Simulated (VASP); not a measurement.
# Si under biaxial strain in the (001) plane

Wanted: the response of Si to biaxial strain in the (001) plane, as a table, with a fit that predicts a row left out.

Method: PBE; plane waves and PAW (Si), in the first sound run; inputs show where later runs differ, in VASP 6.6.1.

Most raw output is cut from this account.

**1. Set-up**

It takes space group Fd-3m (No. 227, cubic). Conventional cell: a = 5.431 Å, b = 5.431 Å, c = 5.431 Å, α = 90.00°, β = 90.00°, γ = 90.00°. Nearest to Si lie 4 Si at 2.35 Å.

**2. Relax the crystal, PBE**

The series starts from the cell that this level prefers, so that zero strain is near zero stress.

This step took 2 runs in a row; the last is shown.

Level: PBE; plane waves and PAW (Si).

INCAR reads:

```
SYSTEM = Si
PREC = Accurate
ENCUT = 450
EDIFF = 1E-07
NELM = 120
ISMEAR = 0
SIGMA = 0.02
LREAL = .FALSE.
ALGO = Normal
GGA = PE
NBANDS = 10
LORBIT = 11
LWAVE = .FALSE.
LCHARG = .FALSE.
KPAR = 8
IBRION = 2
NSW = 40
ISIF = 3
EDIFFG = -0.005
POTIM = 0.4
```

POSCAR reads:

```
Si
1.0
    0.0000000000      2.7342232666      2.7342232666
    2.7342232666      0.0000000000      2.7342232666
    2.7342232666      2.7342232666      0.0000000000
Si
2
Direct
    0.0000000000      0.0000000000      0.0000000000
    0.2500000000      0.2500000000      0.2500000000
```

KPOINTS reads:

```
Automatic mesh
0
Gamma
10 10 10
0 0 0
```

PAW data sets: Si (PBE family, release 64).

Run with:

```console
mpirun -np 8 vasp_std
```

Wall time 4.4 s (8 MPI ranks of Intel Xeon Platinum 8488C (Sapphire Rapids), shared host); peak memory 1.2 GiB; 30 s of CPU time.

Read from the output:

```
energy(sigma→0) of the program : -10.8492 eV
stress, compression positive   : xx, yy, zz 0.01, 0.01, 0.01 GPa
volume                         : 40.882 Å³
ionic steps                    : 1
```

**3. Strain along the normal, PBE**

One member in full: the plane is strained by 1 %, and the strain along the normal is moved by secant steps until the normal stress is under 0.012 GPa or five steps are spent; the atoms relax at each step.

This step took 2 runs, each at a new trial strain with the atoms of the one before; the last is shown.

Level: PBE; plane waves and PAW (Si).

INCAR, as its differences from that of step 2:

```diff
@@ -14,7 +14,7 @@
 LCHARG = .FALSE.
-KPAR = 8
-IBRION = 2
-NSW = 40
-ISIF = 3
-EDIFFG = -0.005
-POTIM = 0.4
+KPAR = 2
+IBRION = 1
+NSW = 25
+ISIF = 2
+EDIFFG = -0.004
+POTIM = 0.3
```

POSCAR reads:

```
Si
1.0
    0.0000000000      2.7615654990      2.7139956800
    2.7615654990      0.0000000000      2.7139956800
    2.7615654990      2.7615654990      0.0000000000
Si
2
Direct
    0.0000000000      0.0000000000      0.0000000000
    0.2500000000      0.2500000000      0.2500000000
```

KPOINTS is that of step 2.

Run with:

```console
mpirun -np 2 vasp_std
```

Elapsed: 18 s, on 2 MPI ranks; peak memory 0.31 GiB; 35 s of CPU time.

This run gave:

```
energy(sigma→0) of the program : -10.8451 eV
stress, compression positive   : xx, yy, zz -1.62, -1.62, 0.00 GPa
ionic steps                    : 1
```

**4. Band edges, TB-mBJ with spin-orbit coupling**

Short lines in KPOINTS_OPT sample the zone centre along and across the normal of the plane, for masses, and the other valleys.

Level: TB-mBJ, spin-orbit coupling; plane waves and PAW (Si).

TB-mBJ has no energy functional, so the total energy, stress and pressure in this output mean nothing.

INCAR reads:

```
SYSTEM = Si
PREC = Accurate
ENCUT = 450
EDIFF = 1E-06
NELM = 150
ISMEAR = 0
SIGMA = 0.02
LREAL = .FALSE.
ALGO = Normal
METAGGA = MBJ
LASPH = .TRUE.
LNONCOLLINEAR = .TRUE.
MAGMOM = 0 0 0 0 0 0
NBANDS = 18
GGA_COMPAT = .FALSE.
LSORBIT = .TRUE.
LWAVE = .FALSE.
LCHARG = .FALSE.
KPAR = 2
```

POSCAR is that of step 3.

KPOINTS reads:

```
Automatic mesh
0
Gamma
8 8 8
0 0 0
```

KPOINTS_OPT reads:

```
Line mode
6
Line-mode
Reciprocal
  0.00000000   0.00000000   0.00000000
  0.02159729   0.02159729   0.00000000

  0.00000000   0.00000000   0.00000000
  0.00000000  -0.02197584  -0.02197584

  0.31000000   0.31000000   0.00000000
  0.50000000   0.50000000   0.00000000

  0.00000000   0.31000000   0.31000000
  0.00000000   0.50000000   0.50000000

  0.45000000   0.45000000   0.45000000
  0.50000000   0.50000000   0.50000000

  0.45000000   0.00000000   0.00000000
  0.50000000   0.00000000   0.00000000

  0.42500000   0.42500000   0.00000000
  0.42500000   0.44697584   0.02197584

  0.50000000   0.50000000   0.50000000
  0.48446073   0.51553927   0.50000000
```

Run with:

```console
mpirun -np 2 vasp_ncl
```

Wall time 3.1 min (2 MPI ranks); peak memory 0.58 GiB.

**5. Band edges, r2SCAN with spin-orbit coupling**

Level: r2SCAN, spin-orbit coupling; plane waves and PAW (Si).

INCAR, as its differences from that of step 4:

```diff
@@ -4,3 +4,3 @@
 EDIFF = 1E-06
-NELM = 150
+NELM = 100
 ISMEAR = 0
@@ -9,3 +9,3 @@
 ALGO = Normal
-METAGGA = MBJ
+METAGGA = R2SCAN
 LASPH = .TRUE.
```

POSCAR is that of step 4.

KPOINTS is that of step 4.

KPOINTS_OPT is that of step 4.

Run with:

```console
mpirun -np 2 vasp_ncl
```

The job ended after 5.3 min (2 MPI ranks; peak memory 0.58 GiB).

Read from the output:

* energy(sigma→0) of the program: -17.5359 eV
* stress, compression positive: xx, yy, zz -3.20, -3.20, -1.40 GPa

The run ends at a pressure of -2.60 GPa.

**6. All members**

LASPH is off in runs at PBE and on in runs at TB-mBJ and r2SCAN.

The other members went through these steps as far as the tables show, with the same cutoff and, step by step, the same mesh; 31 runs are not shown. The session took 2.8 core hours (wall time by ranks) on a shared machine.

```
in-plane strain (%)  strain along the normal (%)  in-plane stress, tension positive (GPa)  energy above the unstrained row (meV/atom)  gap on the mesh, PBE (eV)
             -2.000                        1.482                                   -3.576                                       8.945                      0.384
             -1.500                        1.114                                   -2.643                                       4.995                      0.444
             -1.000                        0.750                                   -1.733                                       2.208                      0.502
             -0.500                        0.375                                   -0.857                                       0.552                      0.560
                  0                        0.000                                   -0.006                                       0.000                      0.618
              0.500                       -0.368                                    0.823                                       0.519                      0.537
              1.000                       -0.740                                    1.624                                       2.079                      0.457
              1.500                       -1.113                                    2.401                                       4.653                      0.379
              2.000                       -1.487                                    3.153                                       8.209                      0.301
```

Slopes at zero strain, from cubics through all rows: strain ratio -0.744, stress over strain 168 GPa. For a cubic crystal strained in (001) the ratio is −2C₁₂/C₁₁.

Band edges at TB-mBJ with spin-orbit coupling, counted from the valence-band top at Γ, spin-orbit pairs averaged, with one row partly withheld:

```
in-plane strain (%)  gap (eV)  conduction band at Γ (eV)  Δ or X valley along z (eV)  Δ or X valley along x (eV)  lowest conduction level at L, [111] (eV)  lowest conduction level at L, [-111] (eV)  second valence level below the top (eV)  third valence level below the top (eV)
             -2.000     1.038                      3.044                       1.349                       1.036                                     2.074                                      2.074                                    0.029                                   0.301
             -1.500     1.101                      3.073                       1.333                       1.099                                     2.100                                      2.100                                    0.028                                   0.228
             -1.000     1.163                      3.102                       1.317                       1.161                                     2.118                                      2.118                                    0.027                                   0.158
             -0.500     1.223                      3.130                       1.299                       1.221                                     2.128                                      2.128                                    0.023                                   0.091
                  0     1.283                      3.154                       1.281                       1.281                                     2.132                                      2.132                                    0.000                                   0.045
              0.500         ?                      3.108                           ?                       1.283                                     2.073                                      2.073                                    0.056                                   0.092
              1.000     1.127                      3.046                       1.124                       1.277                                     2.003                                      2.003                                    0.119                                   0.152
              1.500     1.045                      2.981                       1.041                       1.271                                     1.927                                      1.927                                    0.181                                   0.214
              2.000     0.963                      2.916                       0.959                       1.265                                     1.849                                      1.849                                    0.243                                   0.274
```

Conduction masses, in electron masses:

```
in-plane strain (%)  Δz mass, longitudinal  Δz mass, transverse, at 0.85 of Γ–X  L [111] mass, longitudinal  L [111] mass, transverse along [1-10]
             -2.000                  0.980                                0.208                       1.795                                  0.185
             -1.500                  0.973                                0.210                       1.799                                  0.173
             -1.000                  0.962                                0.211                       1.824                                  0.163
             -0.500                  0.956                                0.214                       1.820                                  0.155
                  0                  0.949                                0.215                       1.812                                  0.148
              0.500                  0.941                                0.218                       1.824                                  0.143
              1.000                  0.935                                0.220                       1.794                                  0.138
              1.500                  0.926                                0.220                       1.789                                  0.134
              2.000                  0.918                                0.222                       1.753                                  0.131
```

Band edges at r2SCAN with spin-orbit coupling, counted from the valence-band top at Γ, spin-orbit pairs averaged:

```
in-plane strain (%)  gap (eV)  conduction band at Γ (eV)  Δ or X valley along z (eV)  Δ or X valley along x (eV)  lowest conduction level at L, [111] (eV)  lowest conduction level at L, [-111] (eV)  second valence level below the top (eV)  third valence level below the top (eV)
             -2.000     0.549                      2.599                       0.877                       0.548                                     1.737                                      1.737                                    0.029                                   0.292
             -1.500     0.611                      2.628                       0.857                       0.610                                     1.763                                      1.763                                    0.028                                   0.222
             -1.000     0.672                      2.657                       0.836                       0.671                                     1.780                                      1.780                                    0.027                                   0.154
             -0.500     0.733                      2.686                       0.814                       0.732                                     1.788                                      1.788                                    0.023                                   0.090
                  0     0.793                      2.710                       0.792                       0.792                                     1.790                                      1.790                                    0.000                                   0.046
              0.500     0.717                      2.666                       0.715                       0.796                                     1.730                                      1.730                                    0.054                                   0.090
              1.000     0.634                      2.604                       0.632                       0.795                                     1.658                                      1.658                                    0.114                                   0.148
              1.500     0.551                      2.540                       0.549                       0.792                                     1.581                                      1.581                                    0.174                                   0.207
              2.000     0.469                      2.476                       0.466                       0.790                                     1.501                                      1.501                                    0.233                                   0.265
```

Conduction masses, in electron masses:

```
in-plane strain (%)  Δz mass, longitudinal  Δz mass, transverse, at 0.85 of Γ–X  L [111] mass, longitudinal  L [111] mass, transverse along [1-10]
             -2.000                  0.958                                0.188                       1.745                                  0.166
             -1.500                  0.947                                0.189                       1.804                                  0.155
             -1.000                  0.940                                0.190                       1.805                                  0.144
             -0.500                  0.930                                0.192                       1.812                                  0.136
                  0                  0.924                                0.193                       1.841                                  0.130
              0.500                  0.916                                0.194                       1.810                                  0.124
              1.000                  0.906                                0.196                       1.796                                  0.120
              1.500                  0.900                                0.197                       1.759                                  0.116
              2.000                  0.891                                0.199                       1.713                                  0.113
```

**7. Working out the slope**

The quantity to fit is the splitting of the Δ or X valleys (z less x) at TB-mBJ with spin-orbit coupling: 0.312, 0.234, 0.156, 0.078, 0.000, -0.154, -0.230, -0.307 eV in the rows shown.

Fitting a parabola to the 8 known rows (d: strain along the axis less the strain across it, in %) gives E = 2.39e-4 d² + 0.08876 d − 1.37e-5 in eV; the residuals are 6.3e-5 eV r.m.s.

For the withheld row, d = -0.8676, the fit gives -0.0768 eV.

**8. Checking the prediction**

The calculation gives -0.0768 eV, so the prediction is right to the last digit shown.

The splitting is Ξu times d, with d as a fraction, so the linear term gives Ξu = 8.9 eV.

**9. Outcome**

```json
{
 "ratio of normal to in-plane strain": "-0.744",
 "biaxial modulus": "168 GPa",
 "gap of the unstrained cell, TB-mBJ with spin-orbit coupling": "1.28 eV",
 "gap of the unstrained cell, r2SCAN with spin-orbit coupling": "0.79 eV",
 "shear deformation potential Ξu of the Δ or X valleys": "8.9 eV",
 "error of the predicted row": "0.0 meV"
}
```

What this shows: As a check, the curvature of the energy gives 168 GPa for the same modulus (energy per volume = M × strain²), 0 % from the slope of the stress. At TB-mBJ with spin-orbit coupling the lowest conduction valley is Δ or X throughout, and the gap runs between 0.96 and 1.28 eV. At r2SCAN with spin-orbit coupling the lowest conduction valley is Δ or X throughout, and the gap runs between 0.47 and 0.79 eV. Hole masses are left out throughout, since the top bands are degenerate or cross in many series; of conduction masses, those of the Γ, L and (for Si and Ge under (001) strain) Δ valleys are kept where they change by under an eighth between rows. A measured gap of unstrained Si is 1.1 eV (arxiv:1111.5263, band gap, quoted experimental value, temperature not given); the static gaps here belong to the lattice relaxed at PBE. TB-mBJ is a potential fitted for gaps; it has no energy functional, so its total energies and forces mean nothing, and its bands tend to come out too narrow. r2SCAN opens gaps somewhat over GGA but leaves them below measured values as a rule. Δ or X levels are the lowest on their line, refined by a parabola unless they lie at X; the gap is read from all points sampled and can differ from the lowest valley by some meV, or by tens of meV where strain moves the valence top off Γ. Temperature, zero-point motion and excitons are left out.

[Lines on the potential files, build, host, timing and source positions are cut from VASP's logs without a mark.]

[Logs are printed without paths, hosts, clocks, repeated set-up lines and the standing remarks that a program may print on its own settings, such as how far it seeks lower states.]

[Hosts, paths, dates, database ids (printed as entryN), source tags and the programs' standing remarks are cut or masked in the printed files.]

[In band tables of VASP the shares of atoms and orbitals are scaled to a sum of 1 inside the atoms' spheres.]
